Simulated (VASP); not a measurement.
The system is La2O3.

```
CELL_PARAMETERS angstrom
3.93078 0.00000 0.00000
-1.96539 3.40415 0.00000
0.00000 0.00000 6.11195
ATOMIC_POSITIONS crystal
La 0.66667 0.33333 0.75376
La 0.33333 0.66667 0.24624
O 0.66667 0.33333 0.35411
O 0.33333 0.66667 0.64589
O 0.00000 0.00000 0.00000
```

The cell is a database's computed one.

| Item | Value |
| --- | --- |
| Program | VASP 6.6.1 |
| Task | relaxation of cell and atoms |
| Functional | LDA |
| Potentials or basis | VASP PAW LDA potentials, release 64 (La, O) |
| Cutoff | 600 eV |
| k mesh | 9 × 9 × 5 |
| Occupations | gaussian, width 0.03 eV |
| Spin | no spin polarisation |

At the start: pressure -6.5 GPa; volume 16.36 Å³/atom.

Problem. How do energy, volume and symmetry change on relaxing?

Solution. Over 12 steps the energy falls by 17.1 meV/atom and the volume is 15.51 Å³/atom (-5.2 %); space group P-3m1 (No. 164, to 0.05 Å).

Step by step:
| step | energy change (eV) | largest force (eV/Å) | pressure (GPa) | volume (Å³) |
| --- | --- | --- | --- | --- |
| 1 | 0.0000 | 0.1615 | -6.50 | 81.78 |
| 2 | 0.0317 | 0.8524 | 8.90 | 74.18 |
| 3 | -0.0777 | 0.2706 | -0.19 | 78.18 |
| 4 | -0.0777 | 0.2799 | -0.06 | 78.11 |
| 5 | -0.0834 | 0.0455 | 0.04 | 77.78 |
| 6 | -0.0837 | 0.0438 | 0.08 | 77.67 |
| 7 | -0.0847 | 0.0489 | -0.10 | 77.70 |
| 8 | -0.0850 | 0.0538 | -0.24 | 77.73 |
| 9 | -0.0852 | 0.0549 | 0.29 | 77.45 |
| 10 | -0.0853 | 0.0382 | 0.11 | 77.54 |
| 11 | -0.0855 | 0.0116 | 0.03 | 77.54 |
| 12 | -0.0855 | 0.0066 | 0.03 | 77.54 |

Final structure:
```yaml
crystal:
  lattice:
    - [3.88163, 0.00000, 0.00000]
    - [-1.94081, 3.36159, 0.00000]
    - [0.00000, 0.00000, 5.94268]
  atoms:
    - { symbol: La, position: [0.66667, 0.33333, 0.75626] }
    - { symbol: La, position: [0.33333, 0.66667, 0.24374] }
    - { symbol: O, position: [0.66667, 0.33333, 0.35339] }
    - { symbol: O, position: [0.33333, 0.66667, 0.64661] }
    - { symbol: O, position: [0.00000, 0.00000, 0.00000] }
```
